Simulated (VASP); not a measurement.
Wanted: the native input for a VASP 6.6.1 run.

| Item | Value |
| --- | --- |
| Task | single point |
| Functional | PBE |
| Dispersion | D3(BJ) |
| Potentials or basis | VASP PAW PBE potentials, release 64 (K_sv) |
| Cutoff | 520 eV |
| k mesh | 10 × 10 × 6 |
| Occupations | gaussian, width 0.1 eV |
| Spin | no spin polarisation |
| Dipole correction | no |
| Further INCAR settings | ALGO = Fast; EDIFF = 1e-06; NBANDS = 16 |

The structure of K lies in POSCAR:

```
K
1.0
    2.3223796014     -3.9944792007      0.0000000000
    2.3223796014      3.9944792007      0.0000000000
    0.0000000000      0.0000000000      7.4776197609
K
2
Direct
    0.8327984899      0.1672015101      0.2500000000
    0.1672015101      0.8327984899      0.7500000000
```

This isn't the form of K at room conditions, which is bcc.

These files were run (other wordings do the same):

INCAR

```
SYSTEM = K
ALGO = Fast
EDIFF = 1E-6
ENCUT = 520
GGA = PE
ISIF = 2
ISMEAR = 0
IVDW = 12
LASPH = .TRUE.
LCHARG = .TRUE.
LELF = .TRUE.
LREAL = .FALSE.
LVHAR = .TRUE.
LWAVE = .FALSE.
NBANDS = 16
NELM = 100
PREC = Accurate
SIGMA = 0.1
```

KPOINTS

```
k-points
0
G
  10 10 6
  0 0 0
```

Potentials or basis: VASP PAW PBE potentials, release 64 (K_sv).

Launch:

```sh
$ cat potpaw_PBE.64/K_sv/POTCAR > POTCAR
$ mpirun -np 1 vasp_std > vasp.out
```

It gave:

```yaml
Pressure: 0.0 GPa
Band_gap_on_the_k_mesh: none (metal or under the smearing width)
Dispersion_energy_per_atom: -0.120 eV
```

Caveat: pairwise dispersion overbinds metals, which lowers pressure and volume.

Wall time 2.4 min on 1 thread of AMD EPYC 9R45 (Zen 5), on a shared host, peak memory 0.36 GiB.
